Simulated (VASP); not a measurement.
# Y (P6_3/mmc) in VASP: further runs, part 2 of 2

VASP 6.6.1. Earlier steps stand in the parts before.

## (4) Band structure, PBE

This run uses another cell than the first one, of 32.83 Å³/atom, 1.050 times its volume.

File INCAR:

```
SYSTEM = Y
PREC     = Accurate       ! precision mode
ENCUT    = 520            ! plane-wave cutoff, eV
EDIFF    = 1E-7           ! SCF threshold, eV
ISMEAR   = 1              ! smearing method
SIGMA    = 0.1            ! smearing width, eV
LREAL    = .FALSE.        ! projectors in reciprocal space
LASPH    = .TRUE.         ! aspherical terms in the spheres
NELM     = 80             ! most SCF steps
ALGO     = Normal         ! electronic algorithm
ISIF     = 2              ! what is computed and relaxed
LWAVE    = .FALSE.        ! write WAVECAR
LCHARG   = .FALSE.        ! write CHGCAR
LMAXMIX  = 4              ! l up to which the mixer works
GGA      = PE             ! functional
NBANDS   = 18             ! bands
ICORELEVEL= 1
```

File KPOINTS:

```
Automatic mesh
0
G
  12 12 7
  0 0 0
```

File POSCAR:

```
Y                                       
1.0
    3.6544466097      0.0000000000      0.0000000000
   -1.8272233048      3.1648436031     -0.0000000000
    0.0000000000     -0.0000000000      5.6774137202
  Y             
     2
Direct
     0.3333333300000021    0.6666666699999979    0.2500000000000000
     0.6666666699999979    0.3333333300000021    0.7500000000000000
```

File KPOINTS_OPT:

```
explicit points
96
Reciprocal
 0.0000000000  0.0000000000  0.0000000000 1
 0.0555555556  0.0000000000  0.0000000000 1
 0.1111111111  0.0000000000  0.0000000000 1
 0.1666666667  0.0000000000  0.0000000000 1
 0.2222222222  0.0000000000  0.0000000000 1
 0.2777777778  0.0000000000  0.0000000000 1
 0.3333333333  0.0000000000  0.0000000000 1
 0.3888888889  0.0000000000  0.0000000000 1
 0.4444444444  0.0000000000  0.0000000000 1
 0.5000000000  0.0000000000  0.0000000000 1
 0.5000000000  0.0000000000  0.0000000000 1
 0.4814814815  0.0370370370  0.0000000000 1
 0.4629629630  0.0740740741  0.0000000000 1
 0.4444444444  0.1111111111  0.0000000000 1
 0.4259259259  0.1481481481  0.0000000000 1
 0.4074074074  0.1851851852  0.0000000000 1
 0.3888888889  0.2222222222  0.0000000000 1
 0.3703703703  0.2592592592  0.0000000000 1
 0.3518518518  0.2962962963  0.0000000000 1
 0.3333333333  0.3333333333  0.0000000000 1
 0.3333333333  0.3333333333  0.0000000000 1
 0.2962962963  0.2962962963  0.0000000000 1
 0.2592592592  0.2592592592  0.0000000000 1
 0.2222222222  0.2222222222  0.0000000000 1
 0.1851851852  0.1851851852  0.0000000000 1
 0.1481481481  0.1481481481  0.0000000000 1
 0.1111111111  0.1111111111  0.0000000000 1
 0.0740740741  0.0740740741  0.0000000000 1
 0.0370370370  0.0370370370  0.0000000000 1
 0.0000000000  0.0000000000  0.0000000000 1
 0.0000000000  0.0000000000  0.0000000000 1
 0.0000000000  0.0000000000  0.0555555556 1
 0.0000000000  0.0000000000  0.1111111111 1
 0.0000000000  0.0000000000  0.1666666667 1
 0.0000000000  0.0000000000  0.2222222222 1
 0.0000000000  0.0000000000  0.2777777778 1
 0.0000000000  0.0000000000  0.3333333333 1
 0.0000000000  0.0000000000  0.3888888889 1
 0.0000000000  0.0000000000  0.4444444444 1
 0.0000000000  0.0000000000  0.5000000000 1
 0.0000000000  0.0000000000  0.5000000000 1
 0.0555555556  0.0000000000  0.5000000000 1
 0.1111111111  0.0000000000  0.5000000000 1
 0.1666666667  0.0000000000  0.5000000000 1
 0.2222222222  0.0000000000  0.5000000000 1
 0.2777777778  0.0000000000  0.5000000000 1
 0.3333333333  0.0000000000  0.5000000000 1
 0.3888888889  0.0000000000  0.5000000000 1
 0.4444444444  0.0000000000  0.5000000000 1
 0.5000000000  0.0000000000  0.5000000000 1
 0.5000000000  0.0000000000  0.5000000000 1
 0.4814814815  0.0370370370  0.5000000000 1
 0.4629629630  0.0740740741  0.5000000000 1
 0.4444444444  0.1111111111  0.5000000000 1
 0.4259259259  0.1481481481  0.5000000000 1
 0.4074074074  0.1851851852  0.5000000000 1
 0.3888888889  0.2222222222  0.5000000000 1
 0.3703703703  0.2592592592  0.5000000000 1
 0.3518518518  0.2962962963  0.5000000000 1
 0.3333333333  0.3333333333  0.5000000000 1
 0.3333333333  0.3333333333  0.5000000000 1
 0.2962962963  0.2962962963  0.5000000000 1
 0.2592592592  0.2592592592  0.5000000000 1
 0.2222222222  0.2222222222  0.5000000000 1
 0.1851851852  0.1851851852  0.5000000000 1
 0.1481481481  0.1481481481  0.5000000000 1
 0.1111111111  0.1111111111  0.5000000000 1
 0.0740740741  0.0740740741  0.5000000000 1
 0.0370370370  0.0370370370  0.5000000000 1
 0.0000000000  0.0000000000  0.5000000000 1
 0.5000000000  0.0000000000  0.5000000000 1
 0.5000000000  0.0000000000  0.4444444444 1
 0.5000000000  0.0000000000  0.3888888889 1
 0.5000000000  0.0000000000  0.3333333333 1
 0.5000000000  0.0000000000  0.2777777778 1
 0.5000000000  0.0000000000  0.2222222222 1
 0.5000000000  0.0000000000  0.1666666667 1
 0.5000000000  0.0000000000  0.1111111111 1
 0.5000000000  0.0000000000  0.0555555556 1
 0.5000000000  0.0000000000  0.0000000000 1
 0.3333333333  0.3333333333  0.0000000000 1
 0.3333333333  0.3333333333  0.0555555556 1
 0.3333333333  0.3333333333  0.1111111111 1
 0.3333333333  0.3333333333  0.1666666667 1
 0.3333333333  0.3333333333  0.2222222222 1
 0.3333333333  0.3333333333  0.2777777778 1
 0.3333333333  0.3333333333  0.3333333333 1
 0.3333333333  0.3333333333  0.3888888889 1
 0.3333333333  0.3333333333  0.4444444444 1
 0.3333333333  0.3333333333  0.5000000000 1
 0.0000000000  0.0000000000  0.0000000000 1
 0.0000000000  0.0000000000  0.5000000000 1
 0.3333333333  0.3333333333  0.5000000000 1
 0.3333333333  0.3333333333  0.0000000000 1
 0.5000000000  0.0000000000  0.5000000000 1
 0.5000000000  0.0000000000  0.0000000000 1
```

Potentials or basis: VASP PAW PBE potentials, release 64 (Y_sv).

The run is started by

```
> cat potpaw_PBE.64/Y_sv/POTCAR > POTCAR
> mpirun -np 1 vasp_std > vasp.out
```

Run time: 60 s. Hardware: 1 thread of Intel Xeon 6975P-C (Granite Rapids), shared host; peak memory 0.26 GiB.

It converged, with:

```
Free energy             : -12.8629 eV
Pressure                : 0.0 GPa
Band gap along the path : none (metal or under the smearing width)
```

Levels at the corners of the path, in eV from the Fermi level:
```
point  band 8  band 9  band 10  band 11  band 12  band 13
    Γ  -22.36   -4.69    -1.84     0.95     1.73     1.73
    M  -22.46   -1.68    -1.19    -0.80    -0.13     1.43
    M  -22.46   -1.68    -1.19    -0.80    -0.13     1.43
    K  -22.60   -0.71    -0.69    -0.69    -0.46     1.09
    K  -22.60   -0.71    -0.69    -0.69    -0.46     1.09
    Γ  -22.36   -4.69    -1.84     0.95     1.73     1.73
    Γ  -22.36   -4.69    -1.84     0.95     1.73     1.73
    A  -22.45   -3.23    -3.23     0.99     0.99     1.64
    A  -22.45   -3.23    -3.23     0.99     0.99     1.64
    L  -22.51   -1.65    -1.65     0.08     0.08     1.38
    L  -22.51   -1.65    -1.65     0.08     0.08     1.38
    H  -22.47   -0.39    -0.39    -0.38    -0.38     0.41
    H  -22.47   -0.39    -0.39    -0.38    -0.38     0.41
    A  -22.45   -3.23    -3.23     0.99     0.99     1.64
    L  -22.51   -1.65    -1.65     0.08     0.08     1.38
    M  -22.46   -1.68    -1.19    -0.80    -0.13     1.43
    K  -22.60   -0.71    -0.69    -0.69    -0.46     1.09
    H  -22.47   -0.39    -0.39    -0.38    -0.38     0.41
```

Core levels (eV, on the scale of the bands):
| atom | levels |
| --- | --- |
| 1 Y | 1s -16856.4, 2s -2302.7, 2p -2048.9, 3s -360.5, 3p -278.2, 3d -142.8 |
| 2 Y | 1s -16856.4, 2s -2302.7, 2p -2048.9, 3s -360.5, 3p -278.2, 3d -142.8 |

## (5) Overview

```tsv
level	potentials or basis	cell	pressure (GPa)
PBEsol	VASP PAW PBE potentials, release 64 (Y_sv)	P6_3/mmc, 31.28 Å³/atom	0.0
LDA	VASP PAW LDA potentials, release 64 (Y_sv)	P6_3/mmc, 29.82 Å³/atom	0.0
PBE	VASP PAW PBE potentials, release 64 (Y_sv)	P6_3/mmc, 32.83 Å³/atom	0.0
```

Alike in all rows: task band structure; no spin polarisation; k mesh 12 × 12 × 7; cutoff (eV) 520; smearing methfessel-paxton 0.1 eV.

Caveats: the PAW data sets were made with another functional, which shifts forces and pressure a little (some runs).

Total energies depend on the potentials used, so only differences within one code and one set of settings carry meaning.
